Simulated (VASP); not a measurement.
Li2S: core levels with AM05

Li2S:

```xyz
3
Lattice="0.0000 2.8445 2.8445 2.8445 0.0000 2.8445 2.8445 2.8445 0.0000" Properties=species:S:1:pos:R:3 pbc="T T T"
S     0.0000    0.0000    0.0000
Li    4.2668    4.2668    4.2668
Li    1.4223    1.4223    1.4223
```

```yaml
Program: VASP 6.6.1
Task: core levels
Functional: AM05
Potentials_or_basis: VASP PAW PBE potentials, release 64 (S, Li_sv)
Cutoff: 520 eV
k_mesh: 8 × 8 × 8
Occupations: tetrahedron
Spin: no spin polarisation
Further_INCAR_settings: ALGO = Normal; EDIFF = 1e-06
```

The band gap on the k mesh is 3.33 eV, indirect (least direct gap 4.28 eV).

Levels at points of the mesh, in eV from the valence-band top:
```
           k point  band 3  band 4  band 5  band 6  band 7  band 8  band 9  band 10
(0.00, 0.00, 0.00)  -10.99    0.00    0.00    0.00    4.28    6.20    6.20     6.20
(0.50, 0.00, 0.00)  -10.56   -2.90   -0.51   -0.51    6.13    6.54    6.54     8.38
(0.50, 0.50, 0.00)  -10.43   -2.18   -1.44   -1.44    3.33    7.11   11.07    11.07
```

It took 9.5 s on 1 thread of AMD EPYC 9R45 96-Core Processor (Zen 5), with other jobs on the host, peak memory 0.13 GiB.

 A k mesh can miss the band edges.
